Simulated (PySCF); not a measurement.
Acetone, C3H6O.
Structure used (GFN2-xTB), in Å, numbered top down from 1:
```
atom  x, y, z in Å
C1     1.2677   -0.1456   -0.0918
C2    -0.0296    0.6074   -0.2546
C3    -1.2492   -0.1477    0.2143
O4    -0.0877    1.7144   -0.7231
H5     1.5005   -0.2262    0.9686
H6     1.1750   -1.1515   -0.4939
H7     2.0756    0.3822   -0.5913
H8    -2.0993    0.5241    0.2980
H9    -1.0589   -0.6326    1.1681
H10   -1.4852   -0.9197   -0.5167
```

The computed photoelectron lines, unassigned: C 1s: 291.07 (area 2), 293.55 (area 1) eV; O 1s: 537.75 eV.

The calculation used PySCF, delta-SCF UKS SCAN, pcX-2 on the ionised atom, pcseg-1 elsewhere, spin-free X2C. Geometry: GFN2-xTB; no solvent, vibrations or thermal averaging.

Task: Assign the C 1s lines to atoms.

Result: 291.07 eV: C1/C3 (methyl carbon next to a carbonyl); 293.55 eV: C2 (ketone carbonyl carbon). The listed C 1s values span 2.48 eV, from C1/C3 (bonded to C and 3 H) to C2 (bonded to O (double bond) and 2 C). Summing the Pauling electronegativity differences to the bonded atoms, each weighted by its formal bond order, gives -1.05 for the lowest site and +1.78 for the highest.

Bonded neighbours of each site: C1/C3: C and 3 H; C2: O (double bond) and 2 C; O4: C (double bond).

Task: Express the binding energy of C 1s of C2 in atomic units and per mole.

Result: 293.55 eV = 10.7878 Eh = 28323 kJ/mol.

Atoms equivalent by their bonding share one computed value, that of the first of them. The unrestricted hole states depart most from a pure doublet (⟨S²⟩ = 0.75; over 0.85 named) for C 1s of C2 (0.86), which makes this value less certain.
